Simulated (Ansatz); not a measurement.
# ZrO2: the cost of one run

Computed with Ansatz 0.2.0 (DFT r2SCAN, scalar-relativistic, plane waves, PAW, unless a step's input says otherwise).

The COD entry's cell or inner coordinates are ideal or old and differ from later refinements, so a difference from it is no clean test against experiment.

### 1 The system as given

Symmetry: Fm-3m, No. 225, cubic system. The conventional cell has a = 5.070 Å, b = 5.070 Å, c = 5.070 Å, α = 90.00°, β = 90.00°, γ = 90.00°. Zr (site symmetry m-3m) has 8 O at 2.20 Å in its first shell of neighbours. Around O (site symmetry -43m) lie 4 Zr at 2.20 Å.

Structure file:

```
Zr O
1.0
     0.00000    2.53500    2.53500
     2.53500    0.00000    2.53500
     2.53500    2.53500    0.00000
Zr O
1 2
Direct
  0.00000 0.00000 0.00000
  0.25000 0.25000 0.25000
  0.75000 0.75000 0.75000
```

The cell is taken as given, not relaxed at this level.

### 2 Zero of energy

Reference values: F = -5338.0559 eV; pressure 3.00 GPa; largest force 0.000 eV/Å; gap on the mesh 3.92 eV. It was computed beforehand with the settings of the runs below.

### 3 Normal modes

File input.yaml:

```yaml
crystal:
  lattice:
    - [0.0, 2.535, 2.535]
    - [2.535, 0.0, 2.535]
    - [2.535, 2.535, 0.0]
  atoms:
    - { symbol: Zr, position: [0.0, 0.0, 0.0] }
    - { symbol: O, position: [0.25, 0.25, 0.25] }
    - { symbol: O, position: [0.75, 0.75, 0.75] }
basis:
  ecutwfc: 500
kpoints:
  mp_grid: { grid: [8, 8, 8] }
hamiltonian:
  xc: r2scan
scf:
  occupations: { method: gaussian, width: 0.05 }
output:
  eigenvalues: true
phonons:
  method: fd
  supercell: [1, 1, 1]
  amplitude: 0.02
  eigenvectors: true
  dielectric: false
```

Started as:

```sh
> ansatz run input.yaml --threads 2 --pin off --max-ram 5120MiB --backend cpu --events-out ev --progress --plain --runs-dir out
```

What time and memory should one allow on 2 threads of Arm Neoverse V1, shared host?

About 16 s, with a peak of 0.66 GiB.
